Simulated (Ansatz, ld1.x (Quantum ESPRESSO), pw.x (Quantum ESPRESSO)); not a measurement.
# Mn (diamond): variants of one TM potential in the solid

ld1.x (Quantum ESPRESSO) 7.5 input, shortened:

```
&input
   title='Mn', zed=25., rel=1, dft='PBE', iswitch=3,
   config='[Ar] 3d5 4s0 4p0'
 /
 &inputp
   pseudotype=2, tm=.true., lloc=-1, rcloc=1.90,
   nlcc=.true., rcore=1.05
 /
3
4S  1  0   0.00   0.00  1.95  1.95  0.0
4P  2  1   0.00   0.00  2.35  2.35  0.0
3D  3  2   5.00   0.00  1.65  1.65  0.0
 &test
   configts(1)='3d5 4s0 4p0'
 /
```

Crystal test: diamond Mn in pw.x 7.5, no spin, 9³ k-points, Fermi–Dirac smearing 0.01 Ry, cutoffs set for each file from its atomic test. The reference is all-electron LAPW (Ansatz 0.2.0) with the same functional, mesh and smearing; V0 and B0 come from Birch–Murnaghan fits to the pressures at five volumes. Errors are pseudo minus all-electron; Δ is the rms difference of the E(V) curves that follow from these fits, minima aligned, over ±6 % about the mean V0. Mesh and smearing are coarse, so the numbers serve the comparison and aren't converged zero-temperature values; the lattice is a test structure that the element need not adopt. Spin polarisation and strong correlation are left out, which matters for this element.

All-electron: a0 = 4.953 Å (V0 = 15.19 Å³/atom), B0 = 143.7 GPa.

Base: The largest radius (2.35 bohr) exceeds half the bond length (2.03 bohr), so the spheres overlap, which is one possible source of error among others. This is a poor potential for the solid. Note: ghost state, extra bound levels that the all-electron valence spectrum of the same l lacks: s at -9.3 eV. A true bound ghost makes a file unfit for plane-wave use. The logarithmic derivative shows an extra or strongly shifted pseudo pole above the reference energy (p near 0.88 Ry).

1 further variants are left out: they gave no file fit for a test, a broken result, the same result as the base, or pressures whose basis-set error rivals the error shown.

```csv
change,cutoffs (Ry),pw.x,a0 (Å),a0 error (%),B0 error (%),Δ (meV/atom),mean pressure error (GPa)
base,170/680,converged; bound ghost,4.907,-0.94,-0.3,13.5,-3.90
local potential all-electron potential smoothed inside 1.70 bohr (lloc = -1),170/680,converged; bound ghost,4.886,-1.36,+2.3,19.6,-5.65
wave 4p (bound): rc 2.35 bohr becomes 4p (bound): rc 2.42 bohr,170/680,converged; bound ghost,4.906,-0.95,-0.3,13.5,-3.92
reference 3d5 4s1 4p1,170/680,converged,4.922,-0.63,-2.0,8.9,-2.62
```
